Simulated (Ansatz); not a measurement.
# Point defect: H interstitial in NaF

Computed with DFT PBE, scalar-relativistic, plane waves, PAW in Ansatz 0.2.0. Run with 420 eV cutoff, 2×2×2 k-mesh, shifted by half a step, Gaussian smearing of 0.01 eV, collinear spin in charge 0 alone.

Host crystal, relaxed:

```
Na F
1.0
     0.00000    2.34999    2.34999
     2.34999    0.00000    2.34999
     2.34999    2.34999    0.00000
Na F
1 1
Direct
  0.00000 0.00000 0.00000
  0.50000 0.50000 0.50000
```

Supercell of 32 atoms, rows in host cell vectors: 3 -1 -1; -1 3 -1; -1 -1 3. Atoms relax at the host's cell, keeping the symmetry that the supercell leaves at the site. The cell is small, so energies carry finite-size errors of tenths of an eV. The host's Kohn–Sham gap is 6.09 eV. Atoms are taken from and returned to the elements' standard states.

Defect: H interstitial at (0.250, 0.250, 0.250) of the host cell.

Task: What is the formation energy of the neutral defect?

Result: 3.01 eV.

Task: Does the neutral defect carry a moment, and how do its surroundings relax?

Result: It changes the cell's moment by 1.00 μB. The nearest neighbours before are 4 F at 2.04 Å, 4 Na at 2.04 Å; after relaxation the atoms near the site are 4 Na at 2.12 Å, 4 F at 2.14 Å; the largest move is 0.11 Å.